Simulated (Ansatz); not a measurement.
Input, command and steps of an Ansatz relaxation.

```yaml
crystal:
  lattice:
    - [3.6005013902, -2.0268165212, -0.2786395861]
    - [3.6005013902, 2.0268165212, -0.2786395861]
    - [-2.7049764438, 0.0, 9.145219833]
  atoms:
    - { symbol: Br, position: [0.1328601563, 0.1328601563, 0.1175256626] }
    - { symbol: Br, position: [0.8671398437, 0.8671398437, 0.8824743374] }
    - { symbol: Br, position: [0.482538123, 0.482538123, 0.6179732815] }
    - { symbol: Br, position: [0.517461877, 0.517461877, 0.3820267185] }
basis:
  ecutwfc: 420
kpoints:
  mp_grid: { grid: [8, 8, 4] }
hamiltonian:
  xc: pbe
  dispersion: d3bj
scf:
  occupations: { method: gaussian, width: 0.02 }
output:
  forces: true
  stress: true
  eigenvalues: true
relax:
  adjacent_minimum: "off"
  f_tol: 0.01
  max_steps: 60
  cell: { stress_tol: 0.1 }
```

```bash
ansatz run input.yaml --threads 1 --pin off --max-ram 2560MiB --backend cpu --events-out ev --progress --plain --runs-dir out
```

The calculation used DFT PBE+D3(BJ), scalar-relativistic, plane waves, PAW in Ansatz.

Of 4 frames 3 are shown, positions in Å and forces in eV/Å; the SCF threshold varies from step to step. Steps run on the plane waves of an earlier cell, with a Pulay correction in the pressure. The basis is chosen afresh for the last frame, the zero of the energies, and at times for earlier ones too; energy and pressure step there, also at an unchanged geometry.

```xyz
4
Lattice="3.6005 -2.0268 -0.2786 3.6005 2.0268 -0.2786 -2.7050 0.0000 9.1452" Properties=species:S:1:pos:R:3:forces:R:3 pbc="T T T" step=1 free_energy_over_end_meV_per_atom=0.09 pressure_GPa=-0.03
Br    0.6388    0.0000    1.0008   -0.0014    0.0000    0.0008
Br    3.8572    0.0000    7.5872    0.0014    0.0000   -0.0008
Br    1.8032    0.0000    5.3826   -0.0076    0.0000    0.0130
Br    2.6929    0.0000    3.2053    0.0076    0.0000   -0.0130
4
Lattice="3.6012 -2.0208 -0.2816 3.6012 2.0208 -0.2816 -2.7133 0.0000 9.1423" Properties=species:S:1:pos:R:3:forces:R:3 pbc="T T T" step=2 free_energy_over_end_meV_per_atom=0.02 pressure_GPa=0.00
Br    0.6380    0.0000    1.0012    0.0048    0.0000    0.0003
Br    3.8511    0.0000    7.5779   -0.0048    0.0000   -0.0003
Br    1.7979    0.0000    5.3781   -0.0025    0.0000    0.0024
Br    2.6912    0.0000    3.2009    0.0025    0.0000   -0.0024
4
Lattice="3.6056 -2.0111 -0.2862 3.6056 2.0111 -0.2862 -2.7273 0.0000 9.1538" Properties=species:S:1:pos:R:3:forces:R:3 pbc="T T T" step=4 free_energy_over_end_meV_per_atom=0.00 pressure_GPa=-0.01
Br    0.6401    0.0000    1.0001   -0.0031    0.0000    0.0036
Br    3.8437    0.0000    7.5813    0.0031    0.0000   -0.0036
Br    1.7932    0.0000    5.3792    0.0034    0.0000   -0.0062
Br    2.6906    0.0000    3.2022   -0.0034    0.0000    0.0062
```

Time: 42 s on 1 thread of Arm Neoverse V1, on a shared host, peak memory 0.45 GiB.